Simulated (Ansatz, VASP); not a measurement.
# Two plane-wave programs on MgS

```xyz
2
Lattice="0.0000 2.8331 2.8331 2.8331 0.0000 2.8331 2.8331 2.8331 0.0000" Properties=species:S:1:pos:R:3 pbc="T T T"
Mg    0.0000   -0.1000   -0.1000
S     4.2497    4.2497    4.2497
```

Alike in both runs: task single point; functional LDA; k mesh 8 × 8 × 8; occupations gaussian, width 0.05 eV; no spin polarisation.

|  | VASP | Ansatz |
| --- | --- | --- |
| version | VASP 6.6.1 | Ansatz 0.2.0 |
| potentials or method | VASP PAW LDA potentials, release 64 (Mg, S) | scalar-relativistic, plane waves, PAW |
| plane-wave cutoff (eV) | 520 | 420 |
| valence electrons in the cell | 8 | 16 |

|  | VASP | Ansatz | Ansatz less VASP |
| --- | --- | --- | --- |
| gap on the k mesh at the Fermi level (eV) | 3.00 | 2.99 | -0.011 |
| least direct gap on the mesh (eV) | 3.00 | 2.99 | -0.011 |
| pressure (GPa) | -2.0 | -1.7 | +0.33 |
| largest component of the traceless stress (GPa) | 2.00 | 1.98 | -0.023 |
| rms of the force components (eV/Å) | 0.458 | 0.457 | -0.0018 |

Atom by atom the forces differ by 0.002 eV/Å (rms over components). The two sets of potentials don't hold the same shells in valence.

A k mesh can miss the band edges.
